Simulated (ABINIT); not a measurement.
# BeTe (F-43m) in ABINIT: further runs

The runs below take BeTe through equation of state, band structure, with LDA, BP86+D3(BJ), PW91, WC.

Program: ABINIT 10.8.3 (patched build). These are calculated values, not measurements. Logs are shortened: lines on timing, memory, paths and dates and some standing lists are left out, and cuts for length are marked. The log counts tension as positive stress, the text compression.

## 1. Starting point

The structure is cubic, space group F-43m (No. 216). The conventional cell has a = 5.540 Å, b = 5.540 Å, c = 5.540 Å, α = 90.00°, β = 90.00°, γ = 90.00°. Te (site symmetry -43m) is surrounded by 4 Be at 2.40 Å. Around Be (site symmetry -43m) lie 4 Te at 2.40 Å.

## 2. Equation of state, LDA

File run.abi:

```
# Datasets: one volume each
ndtset 7
getwfk -1
scalecart1 3*0.9795861087
scalecart2 3*0.9864848297
scalecart3 3*0.9932883884
scalecart4 3*1.0000000000
scalecart5 3*1.0066227096
scalecart6 3*1.0131594038
scalecart7 3*1.0196128224

# Pseudopotentials
pp_dirpath "./"
pseudos "Te.LDA_PW-JTH.xml, Be.LDA_PW-JTH.xml"

# Structure
acell 3*1.0
rprim
     0.0000000000     5.2345413652     5.2345413652
     5.2345413652     0.0000000000     5.2345413652
     5.2345413652     5.2345413652     0.0000000000
ntypat 2
znucl 52 4
natom 2
typat 1 2
xred
     0.7500000000     0.7500000000     0.7500000000
     0.0000000000     0.0000000000     0.0000000000

# Plane-wave basis
ecut 21.0
pawecutdg 42.0

# k points
kptopt 1
ngkpt 8 8 8
nshiftk 1
shiftk 0.0 0.0 0.0

# Exchange and correlation
ixc 7

# Bands and occupations
nband 9
occopt 3
tsmear 0.05 eV

# SCF cycle
nstep 100
tolvrs 1.0e-9

# Output
iomode 3
prtwf 1
prtden 0
prteig 0
prtebands 0
```

Potentials or basis: JTH PAW LDA v2.0.

Launch:

```bash
$ abinit run.abi > log 2>&1
```

run.abo:

```text
.Version 10.8.3 of ABINIT
 DATASET    1 : space group F-4 3 m (#216); Bravais cF (face-center cubic)
================================================================================
 Values of the parameters that define the memory need for DATASET  1.
     intxc =       0    ionmov =       0      iscf =      17    lmnmax =       8
     lnmax =       4     mgfft =      30  mpssoang =       2    mqgrid =    3001
     natom =       2  nloc_mem =       2    nspden =       1   nspinor =       1
    nsppol =       1      nsym =      24    n1xccc =       1    ntypat =       2
    occopt =       3   xclevel =       1
       mpw =        1254          nfft =       27000          nkpt =          29
 PAW method is used; the additional fine FFT grid is defined by:
   mgfftf=        45    nfftf =     91125
================================================================================
================================================================================
[... 71 lines left out ...]
 DATASET    7 : space group F-4 3 m (#216); Bravais cF (face-center cubic)
================================================================================
 Values of the parameters that define the memory need for DATASET  7.
     intxc =       0    ionmov =       0      iscf =      17    lmnmax =       8
     lnmax =       4     mgfft =      32  mpssoang =       2    mqgrid =    3001
     natom =       2  nloc_mem =       2    nspden =       1   nspinor =       1
    nsppol =       1      nsym =      24    n1xccc =       1    ntypat =       2
    occopt =       3   xclevel =       1
       mpw =        1411          nfft =       32768          nkpt =          29
 PAW method is used; the additional fine FFT grid is defined by:
   mgfftf=        48    nfftf =    110592
================================================================================
================================================================================

--------------------------------------------------------------------------------
------------- Echo of variables that govern the present computation ------------
--------------------------------------------------------------------------------
 -outvars: echo values of preprocessed input variables --------
            acell      1.0000000000E+00  1.0000000000E+00  1.0000000000E+00 Bohr
              amu      1.27600000E+02  9.01218200E+00
             ecut      2.10000000E+01 Hartree
           getwfk          -1
              ixc           7
           jdtset        1    2    3    4    5    6    7
         kptrlatt        8    0    0      0    8    0      0    0    8
          kptrlen1     5.80131221E+01
          kptrlen2     5.84216787E+01
          kptrlen3     5.88245996E+01
          kptrlen4     5.92220751E+01
          kptrlen5     5.96142857E+01
          kptrlen6     6.00014023E+01
          kptrlen7     6.03835872E+01
            natom           2
            nband           9
           ndtset           7
            ngfft1         30      30      30
            ngfft2         32      32      32
            ngfft3         32      32      32
            ngfft4         32      32      32
[... 78 lines left out ...]

 chkinp: Checking input parameters for consistency, jdtset=   1.

 chkinp: Checking input parameters for consistency, jdtset=   2.
[... 40 lines left out ...]
 getcut: wavevector=  0.0000  0.0000  0.0000  ngfft=  45  45  45
         ecut(hartree)=     42.000   => boxcut(ratio)=   2.07982

--- Pseudopotential description ------------------------------------------------
- pspini: atom type   1  psp file is ./Te.LDA_PW-JTH.xml
 Pseudopotential format is: paw10
 basis_size (lnmax)=  4 (lmn_size=  8), orbitals=   0   0   1   1
 Spheres core radius: rc_sph= 2.31107438
 Shapefunction is SIN type: shapef(r)=[sin(pi*r/rshp)/(pi*r/rshp)]**2
 Radius for shape functions =  2.10488624
 Compensation charge density is not taken into account in XC energy/potential

- pspini: atom type   2  psp file is ./Be.LDA_PW-JTH.xml
 Pseudopotential format is: paw10
 basis_size (lnmax)=  4 (lmn_size=  8), orbitals=   0   0   1   1
 Spheres core radius: rc_sph= 1.60727588
 Shapefunction is SIN type: shapef(r)=[sin(pi*r/rshp)/(pi*r/rshp)]**2
 Radius for shape functions =  1.40108027
 Compensation charge density is not taken into account in XC energy/potential

   1.12878216E+03                                ecore*ucvol(ha*bohr**3)
--------------------------------------------------------------------------------

[... 1235 lines left out ...]
-Cartesian components of stress tensor (GPa)         [Pressure= -2.8427E+00 GPa]
- sigma(1 1)=  2.84269329E+00  sigma(3 2)=  0.00000000E+00
- sigma(2 2)=  2.84269329E+00  sigma(3 1)=  0.00000000E+00
- sigma(3 3)=  2.84269329E+00  sigma(2 1)=  0.00000000E+00

== END DATASET(S) ==============================================================
================================================================================

 -outvars: echo values of variables after computation  --------
            acell      1.0000000000E+00  1.0000000000E+00  1.0000000000E+00 Bohr
           etotal1    -2.3057926570E+01
           etotal2    -2.3058804362E+01
           etotal3    -2.3059364208E+01
           etotal4    -2.3059639659E+01
           etotal5    -2.3059647710E+01
           etotal6    -2.3059416433E+01
           etotal7    -2.3058978364E+01
            fcart1    -1.0256233993E-31  3.0768701979E-31 -1.0256233993E-31
                       1.0256233993E-31 -3.0768701979E-31  1.0256233993E-31
            fcart2    -0.0000000000E+00 -0.0000000000E+00 -0.0000000000E+00
                      -0.0000000000E+00 -0.0000000000E+00 -0.0000000000E+00
            fcart3    -0.0000000000E+00 -0.0000000000E+00 -0.0000000000E+00
                      -0.0000000000E+00 -0.0000000000E+00 -0.0000000000E+00
            fcart4    -0.0000000000E+00 -0.0000000000E+00 -0.0000000000E+00
                      -0.0000000000E+00 -0.0000000000E+00 -0.0000000000E+00
            fcart5     4.9903823206E-32 -4.9903823206E-32  4.9903823206E-32
                      -4.9903823206E-32  4.9903823206E-32 -4.9903823206E-32
[... 38 lines left out ...]
                       0.0000000000E+00  0.0000000000E+00  0.0000000000E+00
           xangst1     4.0701802789E+00  4.0701802789E+00  4.0701802789E+00
                       0.0000000000E+00  0.0000000000E+00  0.0000000000E+00
           xangst2     4.0988444646E+00  4.0988444646E+00  4.0988444646E+00
                       0.0000000000E+00  0.0000000000E+00  0.0000000000E+00
           xangst3     4.1271132510E+00  4.1271132510E+00  4.1271132510E+00
                       0.0000000000E+00  0.0000000000E+00  0.0000000000E+00
           xangst4     4.1549999972E+00  4.1549999972E+00  4.1549999972E+00
                       0.0000000000E+00  0.0000000000E+00  0.0000000000E+00
           xangst5     4.1825173555E+00  4.1825173555E+00  4.1825173555E+00
                       0.0000000000E+00  0.0000000000E+00  0.0000000000E+00
           xangst6     4.2096773199E+00  4.2096773199E+00  4.2096773199E+00
                       0.0000000000E+00  0.0000000000E+00  0.0000000000E+00
           xangst7     4.2364912742E+00  4.2364912742E+00  4.2364912742E+00
                       0.0000000000E+00  0.0000000000E+00  0.0000000000E+00
             xred      7.5000000000E-01  7.5000000000E-01  7.5000000000E-01
                       0.0000000000E+00  0.0000000000E+00  0.0000000000E+00
 Calculation completed.
```

Run time: 52 s. Hardware: 1 thread of Arm Neoverse V1, shared host; peak memory 0.12 GiB.

What came out:

```
Equilibrium volume                      : 21.48 Å³/atom
Bulk modulus                            : 64 GPa
Pressure derivative of the bulk modulus : 4.0 (rough: it moves with the points fitted)
```

Energy against volume, from the lowest point:
```
volume (Å³/atom)  energy (meV/atom)
          19.979              23.42
          20.404              11.47
          20.829               3.86
          21.254               0.11
          21.679               0.00
          22.104               3.15
          22.529               9.11
```

Caveat: pressures at fixed basis lie under the slope of the energies.

## 3. Equation of state, BP86+D3(BJ)

File run.abi:

```
ndtset 7
getwfk -1
scalecart1 3*0.9795861087
scalecart2 3*0.9864848297
scalecart3 3*0.9932883884
scalecart4 3*1.0000000000
scalecart5 3*1.0066227096
scalecart6 3*1.0131594038
scalecart7 3*1.0196128224

pp_dirpath "./"
pseudos "Te.GGA_PBE-JTH.xml, Be.GGA_PBE-JTH.xml"

acell 3*1.0 Angstrom
rprim
     0.0000000000     2.7700000000     2.7700000000
     2.7700000000     0.0000000000     2.7700000000
     2.7700000000     2.7700000000     0.0000000000
ntypat 2
znucl 52 4
natom 2
typat 1 2
xred
     0.7500000000     0.7500000000     0.7500000000
     0.0000000000     0.0000000000     0.0000000000

ecut 15.0
pawecutdg 30.0

kptopt 1
ngkpt 8 8 8
nshiftk 1
shiftk 0.0 0.0 0.0

ixc -106132
vdw_xc 7

nband 9
occopt 3
tsmear 0.05 eV

nstep 100
tolvrs 1.0e-9

iomode 3
prtwf 1
prtden 0
prteig 0
prtebands 0
enunit 2
```

Potentials or basis: JTH PAW PBE v2.0.

Launch:

```bash
$ abinit run.abi > log 2>&1
```

It took 55 s on 1 thread of Arm Neoverse V1, shared host; peak memory 0.13 GiB.

Results (log left out):

| Quantity | Value |
| --- | --- |
| Equilibrium volume | 20.90 Å³/atom |
| Bulk modulus | 69 GPa |
| Pressure derivative of the bulk modulus | 4.6 (rough: it moves with the points fitted) |

Energy against volume, from the lowest point:
| volume (Å³/atom) | energy (meV/atom) |
| --- | --- |
| 19.979 | 9.53 |
| 20.404 | 2.94 |
| 20.829 | 0.00 |
| 21.254 | 1.46 |
| 21.679 | 5.84 |
| 22.104 | 13.62 |
| 22.529 | 23.69 |

Caveat: the cutoff is too short for stress, so the log's stress isn't used; pressures at fixed basis lie under the slope of the energies; the PAW data sets were made with another functional, which shifts forces and pressure a little. Spin-orbit coupling is left out, which matters for the levels of Te.

(Continued in part 2 of 2.)
